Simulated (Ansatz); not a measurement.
# CuO (Cccm) in Ansatz: relaxation of cell and atoms with r2SCAN

Aim: the relaxation of cell and atoms of CuO with r2SCAN.

All numbers are computed with Ansatz 0.2.0; they aren't measurements. Logs are shortened: lines on timing, memory, paths and dates and some standing lists are left out, and cuts for length are marked.

### 1 Starting point

Symmetry: Cccm, No. 66, orthorhombic system. Conventional cell: a = 3.982 Å, b = 4.307 Å, c = 5.156 Å, α = 90.00°, β = 90.00°, γ = 90.00°. Around Cu (site symmetry 2/m) lie 4 O at 1.95 Å. O (site symmetry 222) is surrounded by 4 Cu at 1.95 Å.

Measurements of this composition are mostly on another form, of space group No. 15.

### 2 Relaxation of cell and atoms, r2SCAN

File input.yaml:

```yaml
crystal:
  lattice:
    - [1.990968, -2.15355, 0.0]
    - [1.990968, 2.15355, 0.0]
    - [0.0, 0.0, 5.155928]
  atoms:
    - { symbol: Cu, position: [0.5, 0.0, 0.0] }
    - { symbol: Cu, position: [0.0, 0.5, 0.5] }
    - { symbol: O, position: [0.5, 0.5, 0.25] }
    - { symbol: O, position: [0.5, 0.5, 0.75] }
hamiltonian:
  xc: r2scan
  pseudopotentials: { kind: paw }
kpoints:
  mp_grid: { grid: [9, 9, 5] }
scf:
  occupations: { method: fermi_dirac, width: 0.05 }
output:
  forces: true
  stress: true
  eigenvalues: true
relax:
  f_tol: 0.01
  max_steps: 40
  cell: { stress_tol: 0.05 }
```

Potentials or basis: Ansatz PAW.

Started as:

```console
$ ansatz run input.yaml --threads 2 --pin off --max-ram 5632MiB --backend cpu --events-out ev --progress --plain --runs-dir out
```

What it wrote:

```text
Warning: RAYON_NUM_THREADS=2 ignored (pool sized by the plan → 2); use --threads N
Engine: ansatz 0.2.0, x86_64-unknown-linux-gnu
Pseudopotentials: kind: paw
Pseudopotential: Cu, paw, valence charge 19, recommended cutoff 500 eV (meta_gga), Cu.paw.azcp
Pseudopotential: O, paw, valence charge 6, recommended cutoff 500 eV (meta_gga), O.paw.azcp
Functional definition: r2SCAN
  parameter k0 = 0.174
  parameter k1 = 0.065
  parameter a1 = 4.9479
  exchange = r2scan_x(k0 = k0, k1 = k1, a1 = a1)
  correlation = r2scan_c
Crystal: 4 atoms, lattice volume = 44.214 Å³
Basis set: ecut = 500 eV, 1151 PW (Γ), exchange–correlation on 96×96×160 points (64 copies of the dense FFT grid, shifted against one another)
Bands: 30, of which v1, the nominal top of the filled ones, is band 25 counted from 1 (24 counted from 0)
Symmetry: 8 space group operations
Space group: Cccm (ITA 66), of the structure as read, at distance tolerance 3.5e-5 Å
k-points: 75 of 405
Non-local potential: Cu, projectors of the file, l = 0: 3, l = 1: 2, l = 2: 3, l = 3: 1
Non-local potential: O, projectors of the file, l = 0: 2, l = 1: 2, l = 2: 1
PAW form: soft (Blöchl's): semilocal exchange-correlation on the pseudo side does not see the compensation charge
PAW frozen core: Cu, regenerated for the run's functional (the file was generated under x = pbe(κ = 0.804, μ = 0.2195149727645171), c = pbe(β = 0.06672455060314922))
PAW frozen core: O, regenerated for the run's functional (the file was generated under x = pbe(κ = 0.804, μ = 0.2195149727645171), c = pbe(β = 0.06672455060314922))
PAW one-centre angular grid: Cu, 590 points (default); XC on 160 Gauss nodes
PAW one-centre angular grid: O, 302 points (default); XC on 160 Gauss nodes
Initial density: superposition of atomic densities (neutral atoms: chi_scale 0, normalization atom), corrected by the library's trained network
Initial wavefunctions: pseudopotential atomic-orbital guess
Functional: x = r2scan, c = r2scan; τ floored in thin density (d = 2e-4 eV/Å³)
SCF iter   1: F=—  HF=-14397.261847 eV  |F-HF|=—  |Δ(HF+E_count)|=         —  Δρ=2.52e-2  dr2=1.45e-1  dr2_τ=7.54e-2  ethr=1.77e-3  ⟨swp⟩=5.6  Hψ=7962  notcnv=0
preconditioner: auto → LDOS  [metal: Δε(μ)=0.014 eV  Ē_g=11.885 eV  σ=0.050 eV  W_gap=0.07  n_scr=16 (ndim 8)  ℏωp=32.6 eV  f_vac=0.044  D(μ)=2.30/eV (n_scr^D=18)  β→1.0]
SCF iter   2: F=—  HF=-14397.309575 eV  |F-HF|=—  |Δ(HF+E_count)|=   4.77e-2  Δρ=2.05e-2  dr2=1.01e-1  dr2_τ=3.08e-3  ethr=2.91e-4  ⟨swp⟩=3.0  Hψ=5268  notcnv=0
SCF iter   3: F=—  HF=-14397.270524 eV  |F-HF|=—  |Δ(HF+E_count)|=   3.91e-2  Δρ=8.11e-3  dr2=1.93e-2  dr2_τ=2.39e-4  ethr=2.02e-4  ⟨swp⟩=2.2  Hψ=4327  notcnv=0
SCF iter   4: F=—  HF=-14397.268182 eV  |F-HF|=—  |Δ(HF+E_count)|=   2.34e-3  Δρ=4.75e-3  dr2=6.76e-3  dr2_τ=1.19e-4  ethr=3.86e-5  ⟨swp⟩=1.5  Hψ=2668  notcnv=0
SCF iter   5: F=—  HF=-14397.266931 eV  |F-HF|=—  |Δ(HF+E_count)|=   1.25e-3  Δρ=9.06e-4  dr2=2.37e-4  dr2_τ=4.71e-6  ethr=1.35e-5  ⟨swp⟩=2.1  Hψ=2868  notcnv=0
SCF iter   6: F=—  HF=-14397.266898 eV  |F-HF|=—  |Δ(HF+E_count)|=   3.27e-5  Δρ=8.86e-5  dr2=2.06e-6  dr2_τ=7.43e-8  ethr=4.75e-7  ⟨swp⟩=2.1  Hψ=2923  notcnv=0
SCF iter   7: F=—  HF=-14397.266893 eV  |F-HF|=—  |Δ(HF+E_count)|=   4.80e-6  Δρ=7.51e-6  dr2=1.48e-8  dr2_τ=7.03e-10  ethr=2.00e-10  ⟨swp⟩=3.1  Hψ=9521  notcnv=0
SCF iter   8: F=-14397.266893 eV  HF=-14397.266893 eV  |F-HF|=2.00e-11  |Δ(HF+E_count)|=   7.18e-9  Δρ=4.91e-7  dr2=7.88e-11  dr2_τ=1.59e-11  ethr=2.95e-11  ⟨swp⟩=2.0  Hψ=6716  notcnv=0
the search or the solves at the SCF's close seem to have found levels that the self-consistency loop had missed (the run counts 1). By its estimate they hold under 1e-12 electrons; where the run keeps them, the occupations were computed again with them
SCF 1 converged in 8 iterations: F = -14397.266893 eV  dr2 = 7.88e-11
relax step   1: F+E_penalty+E_count = -14397.26689333 eV  Δ(F+E_penalty+E_count) = +0.000e0 eV  max|allowed force component| = 1.388e-16 eV/Å  Δτ_max = 0.0000 Å  P = -4.876 GPa  Ω = 44.214 Å³  (8 SCF iters, dr2 threshold 1.00e-7 eV, accepted)
Crystal: 4 atoms, lattice volume = 43.523 Å³
Basis set: ecut = 500 eV, 1131 PW (Γ), exchange–correlation on 96×96×160 points (64 copies of the dense FFT grid, shifted against one another)
[... 55 lines left out ...]
SCF iter   3: F=—  HF=-14397.293343 eV  |F-HF|=—  |Δ(HF+E_count)|=   2.20e-7  Δρ=1.70e-5  dr2=7.07e-8  dr2_τ=2.61e-9  ethr=1.80e-9  ⟨swp⟩=2.5  Hψ=3563  notcnv=0
SCF iter   4: F=—  HF=-14397.293343 eV  |F-HF|=—  |Δ(HF+E_count)|=   6.51e-8  Δρ=2.16e-5  dr2=1.05e-7  dr2_τ=1.35e-9  ethr=1.41e-10  ⟨swp⟩=2.0  Hψ=4129  notcnv=0
SCF iter   5: F=—  HF=-14397.293343 eV  |F-HF|=—  |Δ(HF+E_count)|=   3.97e-8  Δρ=4.90e-7  dr2=6.16e-11  dr2_τ=3.48e-12  ethr=1.41e-10  ⟨swp⟩=2.0  Hψ=3910  notcnv=0
SCF iter   6: F=-14397.293343 eV  HF=-14397.293343 eV  |F-HF|=2.91e-11  |Δ(HF+E_count)|=  1.09e-11  Δρ=3.62e-7  dr2=3.39e-11  dr2_τ=5.79e-13  ethr=1.00e-12  ⟨swp⟩=4.9  Hψ=9100  notcnv=0
SCF 6 converged in 6 iterations: F = -14397.293343 eV  dr2 = 3.39e-11
relax step   6: F+E_penalty+E_count = -14397.29334298 eV  Δ(F+E_penalty+E_count) = -1.021e-5 eV  max|allowed force component| = 1.110e-16 eV/Å  Δτ_max = 0.0000 Å  P = -0.001 GPa  Ω = 42.930 Å³  energy of the carried Pulay correction = +1.152e-3 eV  (6 SCF iters, accepted)
Initial wavefunctions: pseudopotential atomic-orbital guess (no wavefunctions were taken with the density)
iter 1 solved again at ethr=5.98e-8 eV; its pass at ethr=3.10e-3 eV (dr2=2.99e-5 eV) is discarded
SCF iter   1: F=—  HF=-14397.292335 eV  |F-HF|=—  |Δ(HF+E_count)|=         —  Δρ=2.58e-4  dr2=1.86e-6  dr2_τ=7.04e-6  ethr=5.98e-8  ⟨swp⟩=3.0  Hψ=13873  notcnv=0
SCF iter   2: F=—  HF=-14397.292392 eV  |F-HF|=—  |Δ(HF+E_count)|=   5.72e-5  Δρ=1.10e-4  dr2=3.37e-6  dr2_τ=5.51e-8  ethr=3.71e-9  ⟨swp⟩=2.0  Hψ=3979  notcnv=0
SCF iter   3: F=—  HF=-14397.292391 eV  |F-HF|=—  |Δ(HF+E_count)|=   6.42e-7  Δρ=3.61e-5  dr2=4.57e-7  dr2_τ=1.44e-8  ethr=3.71e-9  ⟨swp⟩=2.0  Hψ=3595  notcnv=0
SCF iter   4: F=—  HF=-14397.292391 eV  |F-HF|=—  |Δ(HF+E_count)|=   2.90e-8  Δρ=5.25e-5  dr2=6.91e-7  dr2_τ=1.08e-8  ethr=9.13e-10  ⟨swp⟩=2.0  Hψ=4107  notcnv=0
SCF iter   5: F=—  HF=-14397.292391 eV  |F-HF|=—  |Δ(HF+E_count)|=   1.87e-7  Δρ=7.19e-6  dr2=1.28e-8  dr2_τ=2.32e-9  ethr=9.13e-10  ⟨swp⟩=2.1  Hψ=3318  notcnv=0
SCF iter   6: F=—  HF=-14397.292391 eV  |F-HF|=—  |Δ(HF+E_count)|=   8.01e-9  Δρ=6.81e-7  dr2=6.75e-11  dr2_τ=2.84e-11  ethr=2.57e-11  ⟨swp⟩=2.4  Hψ=3262  notcnv=0
SCF iter   7: F=-14397.292391 eV  HF=-14397.292391 eV  |F-HF|=1.82e-12  |Δ(HF+E_count)|=  1.84e-10  Δρ=4.09e-8  dr2=4.29e-13  dr2_τ=4.14e-14  ethr=1.00e-12  ⟨swp⟩=4.0  Hψ=7882  notcnv=0
SCF 7 converged in 7 iterations: F = -14397.292391 eV  dr2 = 4.29e-13
relax step   7: F+E_penalty+E_count = -14397.29239120 eV  Δ(F+E_penalty+E_count) = +9.518e-4 eV  max|allowed force component| = 1.110e-16 eV/Å  Δτ_max = 0.0000 Å  P = -0.003 GPa  Ω = 42.930 Å³  stress off target by 1.99e-2 GPa  SCF on the basis re-selected at this cell (its energy is not comparable with the rows above)  (7 SCF iters)
basis re-selected at this cell: Δ(F+E_penalty+E_count) = +9.518e-4 eV, ΔP = -0.002 GPa vs the last step (what re-selecting the basis moved, of the pressure what is left beyond the Pulay correction that the steps carried, after the strain that the cell walked since its last selection, with what the two solves' SCF thresholds leave and, on support functions, any second-order correction that the steps lacked; it is no measure of the basis error at this ecutwfc). This SCF's stress stands 1.99e-2 GPa from its target on what of the cell is left free (relax.cell.stress_tol is 5.00e-2 GPa) and its largest allowed force component is 1.11e-16 eV/Å (relax.f_tol is 1.00e-2 eV/Å): within both
SCF converged after 7 iterations
Free energy (F): -14397.292391 eV
Harris-Foulkes:  -14397.292391 eV  (|F-HF|=1.82e-12)
Internal energy: -14397.273329 eV  (E = F + TS)
E sigma→0 (E₀):  -14397.282860 eV
Entropy (-TS):   -0.019062 eV (-4.766 meV/atom)
Fermi energy:    11.267610 eV
--- Per-component energies (eV) ---
  E_band       = -968.469573
  E_kinetic    = 944.165472
  E_local      = -10057.860585  (includes V_loc(G=0)·N_el)
  E_nonlocal   = 885.439293
  E_hartree    = 4365.294367
  E_xc         = -311.751170
  E_vxc        = -455.812650  (∫ρ·V_xc dr)
  E_paw        = -3670.835943  (= ΣΔE_a)
  E_vpaw       = -1045.489014  (= ΣTr[D̂ρ^β])
  E_aug_tail   = 0.002383  (compensation charges beyond the density's cutoff)
  E_vtau       = 30.496812  (kinetic-family band-sum trace: ∫τ·v_τ [+ j·A + Jᵃ·Aᵃ] dr)
  E_ewald      = -6551.061049
  E_core_change = -0.666098  (= ΣΔE_core)
  E_smearing   = -0.019062  (= −TS)
  E_closure    = -0.000000  (closes the sum)
  Σ components = -14397.292391   (vs F -14397.292391, Δ=0.00e0)
--- Forces (eV/Å), atoms counted from 1 ---
  atom   1  Cu     0.00000000    -0.00000000    -0.00000000
  atom   2  Cu     0.00000000    -0.00000000     0.00000000
  atom   3  O      0.00000000    -0.00000000    -0.00000000
  atom   4  O     -0.00000000     0.00000000     0.00000000
  max |Σ_I F_I| component: 3.79e-29 eV/Å
--- Stress (GPa, compression-positive) ---
        0.014093      -0.000000       0.000000
       -0.000000      -0.019930       0.000000
       -0.000000       0.000000      -0.002385
  P = ⅓ Tr σ = -0.0027 GPa (-0.027 kbar)
--- Band table (eV; the first three rows and the last of 75) ---
  k-point 0: bands = ["-105.4838", "-105.4834", "-61.4165", "-61.4165", "-61.3886", "-61.3821", "-61.1062", "-61.1062", "-10.0064", "-8.6744", "2.5756", "5.4154", "5.4219", "7.2167", "7.4454", "7.4466", "7.6558", "7.9044", "8.3825", "8.6012", "8.6044", "8.6072", "8.6925", "9.0323", "11.9611", "11.9697", "13.0086", "17.8238", "19.0988", "25.2558"]
  k-point 1: bands = ["-105.4838", "-105.4835", "-61.4165", "-61.4165", "-61.3880", "-61.3827", "-61.1062", "-61.1062", "-9.8986", "-8.8267", "2.9742", "5.4342", "5.4396", "6.9390", "7.2475", "7.2479", "7.4336", "7.6568", "8.5250", "8.6098", "8.6837", "8.9192", "8.9226", "8.9424", "11.7895", "11.7972", "13.5170", "16.8598", "20.4019", "25.3792"]
  k-point 2: bands = ["-105.4837", "-105.4836", "-61.4165", "-61.4165", "-61.3864", "-61.3843", "-61.1062", "-61.1062", "-9.6007", "-9.1946", "4.0512", "5.4683", "5.4705", "5.5216", "7.0158", "7.0159", "7.5162", "7.6270", "8.6126", "8.6326", "8.6608", "8.7529", "9.3963", "9.3986", "11.4556", "11.4594", "14.5527", "15.6761", "22.4729", "24.6514"]
  k-point 74: bands = ["-105.4823", "-105.4823", "-61.4296", "-61.4287", "-61.3829", "-61.3828", "-61.1165", "-61.1160", "-8.6987", "-8.5482", "4.6558", "4.7303", "5.0678", "5.2671", "5.5226", "5.6256", "7.9652", "8.2069", "8.5883", "8.6163", "8.9566", "8.9840", "9.6083", "9.6435", "10.4671", "11.2537", "15.0121", "16.2274", "22.6120", "22.6148"]
--- Relaxed structure (6 steps of the walk, 6 accepted, 1 SCFs on fresh bases) ---
  F+E_penalty+E_count = -14397.29239120 eV   max|allowed force component| = 1.110e-16 eV/Å   (the final SCF, on the basis selected at the relaxed cell)
  cell:  # Å, volume = 42.9301 Å³
    - [2.0436427916706976, -2.0501604381473686, 6.4986223119085356e-18]
    - [2.0436427916706976, 2.0501604381473686, -6.4986223119085356e-18]
    - [-2.808203890333955e-34, -1.5558695521067053e-17, 5.12317787900105]
  atoms:
    - { symbol: Cu, position: [0.5, 2.7755575615628914e-17, 0.0] }
    - { symbol: Cu, position: [2.5858322206631482e-17, 0.5, 0.5] }
    - { symbol: O, position: [0.5, 0.5, 0.25] }
    - { symbol: O, position: [0.5, 0.5, 0.7500000000000001] }
```

Wall time 2 min (2 threads of Intel Xeon at 2.50GHz (Skylake/Cascade Lake), shared host); peak memory 0.53 GiB.

Results:

```yaml
Free_energy: -14397.2924 eV
Relaxed_volume: 10.73 Å³/atom
Relaxed_cell: a = 2.895 Å, b = 2.895 Å, c = 5.123 Å, α = 90.00°, β = 90.00°, γ = 90.18°
Space_group_after_relaxing_to_0.05_Å: P4_2/mmc (No. 131)
Energy_gained_by_relaxing: 6.4 meV/atom
Ionic_steps: 7
Pressure_after_relaxing: 0.0 GPa
Band_gap_on_the_k_mesh: none (metal or under the smearing width)
```

Step by step:
```tsv
step	energy change (eV)	largest force (eV/Å)	volume (Å³)
1	0.0000	0.0000	44.21
2	-0.0169	0.0000	43.52
3	-0.0241	0.0000	42.80
4	-0.0263	0.0000	42.93
5	-0.0264	0.0000	42.93
6	-0.0264	0.0000	42.93
7	-0.0255	0.0000	42.93
```

Final structure:
```yaml
crystal:
  lattice:
    - [2.04364, -2.05016, 0.00000]
    - [2.04364, 2.05016, 0.00000]
    - [0.00000, 0.00000, 5.12318]
  atoms:
    - { symbol: Cu, position: [0.50000, 0.00000, 0.00000] }
    - { symbol: Cu, position: [0.00000, 0.50000, 0.50000] }
    - { symbol: O, position: [0.50000, 0.50000, 0.25000] }
    - { symbol: O, position: [0.50000, 0.50000, 0.75000] }
```

Caveat: the plane-wave basis is chosen anew once the cell has moved, so the energies of steps on either side of that aren't comparable; the run has no spin polarisation, though such a crystal can be magnetic; semilocal functionals often make such compounds metallic where correlation or magnetic order opens a gap, which also shifts bond lengths; the PAW data sets come from PBE, with cores solved anew for the run's functional, which leaves a small shift of forces and pressure.
